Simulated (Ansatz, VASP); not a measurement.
Two plane-wave programs on MgI2

```
CELL_PARAMETERS angstrom
4.38492 0.00000 0.00000
-2.19246 3.79746 0.00000
0.00000 0.00000 6.15739
ATOMIC_POSITIONS crystal
Mg 0.00000 0.00000 0.00000
I 0.33333 0.66667 0.75763
I 0.66667 0.33333 0.24237
```

Alike in both runs: task single point; functional PBE; k mesh 6 × 6 × 4; occupations gaussian, width 0.05 eV; no spin polarisation.

```csv
,VASP,Ansatz
version,VASP 6.6.1,Ansatz 0.2.0
potentials or method,"VASP PAW PBE potentials, release 64 (Mg, I)","scalar-relativistic, plane waves, PAW"
plane-wave cutoff (eV),520,420
valence electrons in the cell,16,44
```

Ansatz gave:

| Item | Value |
| --- | --- |
| gap on the k mesh at the Fermi level (eV) | 2.64 |
| least direct gap on the mesh (eV) | 2.64 |
| pressure (GPa) | 1.2 |
| largest component of the traceless stress (GPa) | 2.71 |
| rms of the force components (eV/Å) | 0.151 |

**Question.** Which values does VASP return?

**Answer.** gap on the k mesh at the Fermi level (eV): 2.62; least direct gap on the mesh (eV): 2.62; pressure (GPa): 1.1; largest component of the traceless stress (GPa): 2.72; rms of the force components (eV/Å): 0.147.

Atom by atom the forces differ by 0.004 eV/Å (rms over components). The two sets of potentials don't hold the same shells in valence.

Caveats: spin-orbit coupling is left out, which moves the levels of the heavy elements; this functional lacks dispersion, which binds the layers, so the pressure and a relaxed spacing across them are unreliable. PBE gaps usually lie below the measured ones, often by a third to a half. A k mesh can miss the band edges.
